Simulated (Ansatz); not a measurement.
# Ir (simple hexagonal type): the cost of one run

Method: DFT PBE, with the methods named in each step, in Ansatz 0.2.0.

**1. Starting point**

The structure is hexagonal, space group P6/mmm (No. 191). Conventional cell: a = 2.646 Å, b = 2.646 Å, c = 2.488 Å, α = 90.00°, β = 90.00°, γ = 120.00°. Ir (site symmetry 6/mmm) has 8 Ir at 2.49 to 2.65 Å as nearest neighbours.

As a file:

```cif
data_structure
_symmetry_space_group_name_H-M 'P 1'
_symmetry_Int_Tables_number 1
_cell_length_a 2.6464
_cell_length_b 2.6464
_cell_length_c 2.4876
_cell_angle_alpha 90.000
_cell_angle_beta 90.000
_cell_angle_gamma 120.000
_cell_volume 15.09
loop_
_atom_site_label
_atom_site_type_symbol
_atom_site_fract_x
_atom_site_fract_y
_atom_site_fract_z
_atom_site_occupancy
Ir1 Ir 0.00000 0.00000 0.00000 1
```

Whether this phase is the stable one at these pressures isn't tested.

**2. Cell relaxed at zero pressure, PAW**

input.yaml reads:

```yaml
crystal:
  lattice:
    - [2.6463715664, 0.0, 0.0]
    - [-1.3231857832, 2.2918250044, 0.0]
    - [0.0, 0.0, 2.4875892725]
  atoms:
    - { symbol: Ir, position: [0.0, 0.0, 0.0] }
kpoints:
  mp_grid: { grid: [16, 16, 15] }
scf:
  occupations: { method: fermi_dirac, width: 0.05 }
hamiltonian:
  xc: pbe
  pseudopotentials: { kind: paw }
output:
  forces: true
  stress: true
  write_density: true
  write_potential: true
  elf: true
  volumetric_format: npy
relax:
  f_tol: 0.005
  max_steps: 40
  cell: {}
```

Launch:

```console
$ ansatz run input.yaml --threads 1 --pin off --max-ram 2048MiB --backend cpu --events-out ev --progress --plain --runs-dir out
```

What time and memory should one allow on 1 thread of Arm Neoverse V2, shared host?

About 13 s, with a peak of 0.33 GiB.
